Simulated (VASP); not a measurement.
# A VASP 6.6.1 single-point calculation on PbSe

INCAR

```
ENCUT = 520
GGA = PE
NSW = 0
NELM = 120
IBRION = -1
LREAL = Auto
ISIF = 2
PREC = Accurate
LASPH = .TRUE.
LWAVE = .FALSE.
EDIFF = 1E-7
LCHARG = .FALSE.
ISMEAR = -1
NBANDS = 28
SIGMA = 0.02
```

KPOINTS

```
KPOINTS created by Atomic Simulation Environment
0
Gamma
6 6 4
0 0 0
```

POSCAR

```
Pb Se
 1.0000000000000000
     5.1741442663999999   -0.0530349787000000    0.0000000000000000
    -2.6330017721000001    4.5074578669000003    0.0000000000000000
     0.0000000000000000    0.0000000000000000    6.2147757150000000
 Pb  Se
   2   2
Cartesian
 -0.0199999235372804  2.9876221262040401 -0.4031643317556611
  2.5611424178372797  1.4668007619959600  2.7042235257443390
 -0.0241896307016338  2.9875003624582681  2.7337052248806613
  2.5653321250016337  1.4669225257417318  5.8410930823806604
```

The recommended PBE PAW datasets give the neutral cell 40 valence electrons.

Command

```
mpirun -np 1 vasp_std
```

OSZICAR

```
N       E                     dE             d eps       ncg     rms          rms(c)
DAV:   1     0.408435512395E+03    0.40844E+03   -0.18250E+04  3360   0.141E+03
DAV:   2     0.299282721437E+02   -0.37851E+03   -0.36725E+03  3428   0.376E+02
DAV:   3    -0.147232999045E+02   -0.44652E+02   -0.43678E+02  4340   0.148E+02
DAV:   4    -0.167562461990E+02   -0.20329E+01   -0.20256E+01  3940   0.356E+01
DAV:   5    -0.168291608715E+02   -0.72915E-01   -0.72907E-01  4312   0.713E+00    0.409E+00
DAV:   6    -0.160731679417E+02    0.75599E+00   -0.17626E+00  4684   0.729E+00    0.215E+00
DAV:   7    -0.160655822813E+02    0.75857E-02   -0.36603E-01  3560   0.229E+00    0.132E+00
DAV:   8    -0.160782169078E+02   -0.12635E-01   -0.57049E-02  4036   0.201E+00    0.470E-01
DAV:   9    -0.160739227624E+02    0.42941E-02   -0.13096E-02  4724   0.973E-01    0.127E-01
DAV:  10    -0.160749844606E+02   -0.10617E-02   -0.25175E-03  3924   0.247E-01    0.421E-02
DAV:  11    -0.160752294949E+02   -0.24503E-03   -0.46238E-04  3612   0.129E-01    0.128E-02
DAV:  12    -0.160752523384E+02   -0.22844E-04   -0.37517E-05  3948   0.334E-02    0.493E-03
DAV:  13    -0.160752607652E+02   -0.84268E-05   -0.14298E-05  3484   0.181E-02    0.358E-03
DAV:  14    -0.160752611656E+02   -0.40042E-06   -0.11636E-06  3544   0.805E-03    0.611E-04
DAV:  15    -0.160752612218E+02   -0.56244E-07   -0.14569E-07  2940   0.218E-03
   1 F= -.16075261E+02 E0= -.16075261E+02  d E =-.932706E-12
```

From OUTCAR

```
k-points           NKPTS =     60   k-points in BZ     NKDIM =     60   number of bands    NBANDS=     28

   NELECT =      40.0000    total number of electrons

   dimension x,y,z NGX =    40 NGY =   40 NGZ =   48
   dimension x,y,z NGXF=    80 NGYF=   80 NGZF=   96

  energy-cutoff  :      520.00
  volume of cell :      144.07
      direct lattice vectors                 reciprocal lattice vectors
     5.174144266 -0.053034979  0.000000000     0.194432834  0.113576657  0.000000000
    -2.633001772  4.507457867  0.000000000     0.002287707  0.223190891  0.000000000
     0.000000000  0.000000000  6.214775715     0.000000000  0.000000000  0.160906853

 k-points in reciprocal lattice and weights: KPOINTS created by Atomic Simulation Env
   0.00000000  0.00000000  0.00000000       0.007
   0.16666667 -0.00000000  0.00000000       0.014
   0.33333333  0.00000000  0.00000000       0.014
   0.50000000 -0.00000000  0.00000000       0.007
   0.00000000  0.16666667  0.00000000       0.014
   0.16666667  0.16666667  0.00000000       0.014
   0.33333333  0.16666667  0.00000000       0.014
   0.50000000  0.16666667  0.00000000       0.014
   ...

 E-fermi :   3.5641

 k-point     1 :       0.0000    0.0000    0.0000
  band No.  band energies     occupation
      1     -13.7590      2.00000
      2     -13.6824      2.00000
      3     -13.6811      2.00000
      4     -13.6805      2.00000
      5     -13.6804      2.00000
      6     -13.6764      2.00000
      7     -13.6762      2.00000
      8     -13.6643      2.00000
      9     -13.6422      2.00000
     10     -13.6416      2.00000
     11      -9.9725      2.00000
     12      -8.7765      2.00000
     13      -4.1399      2.00000
     14      -3.2226      2.00000
     15      -1.2663      2.00000
     16       0.1624      2.00000
     17       0.2145      2.00000
     18       1.3777      2.00000
     19       1.4004      2.00000
     20       1.4140      2.00000
     21       4.8277      0.00000
     22       4.8538      0.00000
     23       6.2820      0.00000
     24       6.2949      0.00000
     25       7.7809      0.00000
     26       7.8586      0.00000
     27       8.8905      0.00000
     28       9.4245      0.00000

 k-point     2 :       0.1667   -0.0000    0.0000
  band No.  band energies     occupation
      1     -13.7576      2.00000
      2     -13.6898      2.00000
      3     -13.6802      2.00000
      4     -13.6784      2.00000
      5     -13.6779      2.00000
      6     -13.6758      2.00000
      7     -13.6756      2.00000
      8     -13.6624      2.00000
      9     -13.6442      2.00000
     10     -13.6405      2.00000
     11      -9.8591      2.00000
     12      -8.7692      2.00000
     13      -4.4149      2.00000
     14      -3.5583      2.00000
     15      -1.1311      2.00000
     16      -0.0316      2.00000
     17       0.5188      2.00000
     18       1.2103      2.00000
     19       1.2778      2.00000
     20       1.7271      2.00000
     21       4.6474      0.00000
     22       5.2876      0.00000
     23       6.2058      0.00000
     24       6.7128      0.00000
     25       7.6661      0.00000
     26       8.5969      0.00000
     27       8.8448      0.00000
     28       9.0883      0.00000

 ...

  Total        0.6540020      0.6548901      0.7888089     -0.0079756      0.0000000      0.0000000
  in kB        7.2728077      7.2826843      8.7719239     -0.0886923      0.0000000      0.0000000
  external PRESSURE =       7.7758053 kB  Pullay stress =       0.0000000 kB

 POSITION                                       TOTAL-FORCE (eV/Angst)
 -----------------------------------------------------------------------------------
     -0.02000      2.98762      5.81161         0.002342      0.002370      0.002469
      2.56114      1.46680      2.70422        -0.002342     -0.002370      0.002469
     -0.02419      2.98750      2.73371         0.010135     -0.001949     -0.002469
      2.56533      1.46692      5.84109        -0.010135      0.001949     -0.002469
 -----------------------------------------------------------------------------------
    total drift:                                0.000000      0.000000      0.002397

  FREE ENERGIE OF THE ION-ELECTRON SYSTEM (eV)
  ---------------------------------------------------
  free  energy   TOTEN  =       -16.0752612218 eV

  energy  without entropy=      -16.0752612218  energy(sigma->0) =      -16.07526122
```

It converged. Results: gap between bands v and c on the k mesh 1.17 eV; least direct gap on the k mesh 1.17 eV; pressure 0.8 GPa; largest force 0.01 eV/Å. Band v is the last that the valence electrons fill when counted band by band, and c is the next.

For comparison, a separate PBE run of the intended cell, on usual settings and not on those above, gives a gap of 1.17 eV on its mesh and a pressure of 0.8 GPa.

The run above took about 2.2 min on one core of a shared host (Intel Xeon 6975P-C) and held 0.33 GiB at most.
